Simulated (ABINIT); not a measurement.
## GaN: band structure with revPBE

**The experiment to reproduce.**

From a printed reference work, textbook, for a bulk crystal of GaN at 0 K: band gap 3.299 eV (direct).

The system is GaN.

```
Ga N
1.0
     0.00000    2.25350    2.25350
     2.25350    0.00000    2.25350
     2.25350    2.25350    0.00000
Ga N
1 1
Direct
  0.00000 0.00000 0.00000
  0.25000 0.25000 0.25000
```

The cell is a database's computed one.

| Property | Result |
| --- | --- |
| Program | ABINIT 10.8.3 (patched build) |
| Task | band structure |
| Functional | revPBE |
| Potentials or basis | PseudoDojo NC SR PBE v0.4.1 standard |
| Cutoff | 1143 eV |
| k mesh | 10 × 10 × 10 |
| Occupations | fermi-dirac, width 0.05 eV |
| Spin | no spin polarisation |

| Quantity | Value |
| --- | --- |
| Pressure | 8.2 GPa |
| Band gap on the k mesh | 1.84 eV, direct |
| Band gap along the path | 1.84 eV, direct |
| Valence electrons inside the program's atomic spheres | Ga 10.87; N 5.25 |

Levels at the corners of the path, in eV from the valence-band top:
```
point  band 6  band 7  band 8  band 9  band 10  band 11  band 12  band 13
    Γ  -13.28    0.00    0.00    0.00     1.84    10.47    10.47    10.47
    X  -11.52   -6.05   -2.67   -2.67     3.44     6.81    11.79    14.05
    W  -11.25   -5.61   -3.66   -3.59     6.27     8.50    10.39    11.22
    K  -11.37   -5.78   -4.21   -2.14     5.08     7.97    11.16    12.94
    Γ  -13.28    0.00    0.00    0.00     1.84    10.47    10.47    10.47
    L  -11.97   -6.96   -0.95   -0.95     4.79     8.78    10.48    10.48
    U  -11.37   -5.78   -4.21   -2.14     5.08     7.97    11.16    12.94
    W  -11.25   -5.61   -3.66   -3.59     6.27     8.50    10.39    11.22
    L  -11.97   -6.96   -0.95   -0.95     4.79     8.78    10.48    10.48
    K  -11.37   -5.78   -4.21   -2.14     5.08     7.97    11.16    12.94
```

It took 2.9 min on 1 thread of Intel(R) Xeon(R) Platinum 8259CL CPU @ 2.50GHz (Skylake/Cascade Lake) (shared host), peak memory 0.11 GiB.

Measured gap of GaN: 3.299 eV (direct; 0 K; a printed reference work, textbook). This calculation gives 1.84 eV (-1.46 eV). Spin-orbit coupling on Ga is left out. The value is that of revPBE, without temperature or zero-point motion. Semilocal functionals fall short of measured gaps as a rule. The cell is a database's relaxed one, not the measured one, which moves gaps too.

Caveat: the potentials were made for another functional, which shifts forces and pressure.
